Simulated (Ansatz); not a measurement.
Write the native input for Ansatz 0.2.0 that does the following.

```yaml
Task: relaxation of cell and atoms
Functional: LDA
Potentials_or_basis: Ansatz PAW
Cutoff: "420 eV (not typed: the program's choice for these potentials)"
k_mesh: 10 × 10 × 8
Occupations: fermi-dirac, width 0.05 eV
Spin: no spin polarisation
```

ZrB2:

```
Zr B
1.0
     3.17000    0.00000    0.00000
    -1.58500    2.74530    0.00000
     0.00000    0.00000    3.53300
Zr B
1 2
Cartesian
  0.0000 0.0000 0.0000
  1.5850 0.9151 1.7665
  0.0000 1.8302 1.7665
```

The input as run:

input.yaml

```yaml
crystal:
  lattice:
    - [3.17, 0.0, 0.0]
    - [-1.585, 2.74530053, 0.0]
    - [0.0, 0.0, 3.533]
  atoms:
    - { symbol: Zr, position: [0.0, 0.0, 0.0] }
    - { symbol: B, position: [0.6666666667, 0.3333333333, 0.5] }
    - { symbol: B, position: [0.3333333333, 0.6666666667, 0.5] }
hamiltonian:
  xc: lda
  pseudopotentials: { kind: paw }
kpoints:
  mp_grid: { grid: [10, 10, 8] }
scf:
  occupations: { method: fermi_dirac, width: 0.05 }
output:
  forces: true
  stress: true
  write_density: true
  write_potential: true
  elf: true
  volumetric_format: npy
relax:
  f_tol: 0.01
  max_steps: 40
  cell: { stress_tol: 0.05 }
```

Potentials or basis: Ansatz PAW.

Launch:

```bash
$ ansatz run input.yaml --threads 2 --pin off --max-ram 5120MiB --backend cpu --events-out ev --progress --plain --runs-dir out
```

It gave:

- Relaxed volume: 9.89 Å³/atom
- Relaxed cell: a = 3.132 Å, b = 3.132 Å, c = 3.492 Å, α = 90.00°, β = 90.00°, γ = 120.00°
- Space group after relaxing (to 0.05 Å): P6/mmm (No. 191)
- Energy gained by relaxing: 10.2 meV/atom
- Ionic steps: 8
- Pressure after relaxing: 0.0 GPa
- Band gap on the k mesh: none (metal or under the smearing width)

Caveat: the plane-wave basis is chosen anew once the cell has moved, so the energies of steps on either side of that aren't comparable; the PAW data sets come from PBE, with cores solved anew for the run's functional, which leaves a small shift of forces and pressure.

Wall time 7.5 s on 2 threads of Arm Neoverse V1, on a shared host, peak memory 0.33 GiB.
